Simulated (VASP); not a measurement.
Input of a VASP 6.6.1 run:

The input INCAR:

```
SYSTEM = Ta
PREC = Accurate
ENCUT = 600
EDIFF = 1E-7
ISMEAR = 1
SIGMA = 0.1
LREAL = .False.
LASPH = .True.
NELM = 80
ALGO = Normal
ISIF = 2
LWAVE = .False.
LCHARG = .False.
METAGGA = R2SCAN
LMIXTAU = .True.
IBRION = 2
NSW = 40
EDIFFG = -0.01
```

The input KPOINTS:

```
regular mesh
0
Gamma
  16 16 16
  0 0 0
```

File POSCAR:

```
Ta                                      
1.0
   -1.6552091830      1.6552091830      1.6552091830
    1.6552091830     -1.6552091830      1.6552091830
    1.6552091830      1.6552091830     -1.6552091830
  Ta            
     1
Direct
     0.0000000000000000    0.0000000000000000    0.0000000000000000
```

Potentials or basis: VASP PAW PBE potentials, release 64 (Ta_pv).

Command:

```console
$ cat potpaw_PBE.64/Ta_pv/POTCAR > POTCAR
$ mpirun -np 1 vasp_std > vasp.out
```

Estimate the band gap on the k mesh.

none (metal or under the smearing width).

Final structure:
```xyz
1
Lattice="-1.6552 1.6552 1.6552 1.6552 -1.6552 1.6552 1.6552 1.6552 -1.6552" Properties=species:S:1:pos:R:3 pbc="T T T"
Ta    0.0000    0.0000    0.0000
```

Caveat: the relaxation stopped at its first step, so nothing moved. The run has no spin-orbit coupling, so splittings on Ta are missing.
